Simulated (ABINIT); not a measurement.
Crystal: BP.

```
P B
1.0
     0.00000    2.26900    2.26900
     2.26900    0.00000    2.26900
     2.26900    2.26900    0.00000
P B
1 1
Direct
  0.75000 0.75000 0.75000
  0.00000 0.00000 0.00000
```

```yaml
Program: ABINIT 10.8.3 (patched build)
Task: relaxation of cell and atoms
Functional: LDA
Potentials_or_basis: PseudoDojo NC SR LDA v0.4 stringent
Cutoff: 925 eV
k_mesh: 8 × 8 × 8
Occupations: fermi-dirac, width 0.05 eV
Spin: no spin polarisation
```

At the start: pressure -5.5 GPa; volume 11.68 Å³/atom.

Question: Where does the relaxation end?

Answer: Over 4 steps the energy falls by 6.8 meV/atom and the volume is 11.29 Å³/atom (-3.3 %); space group F-43m (No. 216, to 0.05 Å).

The path:
| step | energy change (eV) | largest force (eV/Å) | pressure (GPa) | volume (Å³) |
| --- | --- | --- | --- | --- |
| 1 | 0.0000 | 0.0000 | -5.52 | 23.36 |
| 2 | -0.0103 | 0.0000 | -2.82 | 22.97 |
| 3 | -0.0137 | 0.0000 | 0.07 | 22.58 |
| 4 | -0.0137 | 0.0000 | 0.00 | 22.59 |

Final structure:
```
P B
1.0
     0.00000    2.24368    2.24368
     2.24368    0.00000    2.24368
     2.24368    2.24368    0.00000
P B
1 1
Direct
  0.75000 0.75000 0.75000
  0.00000 0.00000 0.00000
```
